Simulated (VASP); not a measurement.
Wanted: an ASE script for a VASP 6.6.1 run.

| Item | Value |
| --- | --- |
| Task | band structure |
| Functional | RPBE |
| Dispersion | D4 |
| Potentials or basis | VASP PAW PBE potentials, release 64 (Ge_d) |
| Cutoff | 520 eV |
| k mesh | 8 × 8 × 4 |
| Occupations | gaussian, width 0.05 eV |
| Spin | no spin polarisation |
| Further INCAR settings | ALGO = Normal; EDIFF = 1.00e-06; ISYM = 0 |

The structure of Ge lies in Ge.cif:

```cif
data_Ge
_cell_length_a 3.99758584
_cell_length_b 3.99758584
_cell_length_c 6.59937795
_cell_angle_alpha 90.00000000
_cell_angle_beta 90.00000000
_cell_angle_gamma 120.00000000
_space_group_name_H-M_alt 'P1'
_space_group_name_Hall 'P 1'
_space_group_IT_number 1
loop_
_space_group_symop_operation_xyz
'x,y,z'
loop_
_atom_site_label
_atom_site_type_symbol
_atom_site_symmetry_multiplicity
_atom_site_Wyckoff_symbol
_atom_site_fract_x
_atom_site_fract_y
_atom_site_fract_z
_atom_site_occupancy
Ge1 Ge 1 a 0.3333333333 0.6666666667 0.9370987500 1
Ge2 Ge 1 a 0.6666666667 0.3333333333 0.4370987500 1
Ge3 Ge 1 a 0.3333333333 0.6666666667 0.5629012500 1
Ge4 Ge 1 a 0.6666666667 0.3333333333 0.0629012500 1
```

This isn't the form of Ge at room conditions, which is diamond.

One way to write it, as run:

run.py

```python
from ase.calculators.vasp import Vasp
from ase.dft.bandgap import bandgap
from ase.io import read

atoms = read('Ge.cif')
calc = Vasp(
    directory='calc',
    xc='rpbe',
    pp='PBE',
    setups='recommended',
    prec='Accurate',
    encut=520,
    ediff=1e-06,
    ismear=0,
    sigma=0.05,
    lreal=False,
    lasph=True,
    nelm=100,
    algo='Normal',
    isif=2,
    lwave=False,
    lcharg=True,
    ivdw=13,
    kpts=[8, 8, 4],
    gamma=True,
)
atoms.calc = calc

print('energy (eV):', atoms.get_potential_energy())
print('free energy (eV):', atoms.get_potential_energy(force_consistent=True))
efermi = calc.get_fermi_level()
print('Fermi level (eV):', efermi)
path = atoms.cell.bandpath(npoints=40, eps=1e-4)
print('path:', path.path)
calc.set(kpts=path.kpts, reciprocal=True, icharg=11, isym=0, lcharg=False)
calc.calculate(atoms)
print('gap on the path (eV):', bandgap(calc, efermi=efermi)[0])
print('direct gap on the path (eV):', bandgap(calc, efermi=efermi, direct=True)[0])
```

Potentials or basis: VASP PAW PBE potentials, release 64 (Ge_d).

Launch:

```bash
$ python run.py
```

Results of the run:

* Band gap along the path: none (metal or under the smearing width)
* Dispersion energy per atom: -0.602 eV

Caveat: the log is that of the step along the path at fixed density, whose energy, stress, charges and moments have no meaning.

Wall time 2.2 min on 1 thread of Intel(R) Xeon(R) Platinum 8488C (Sapphire Rapids), with other jobs on the host, peak memory 0.22 GiB.
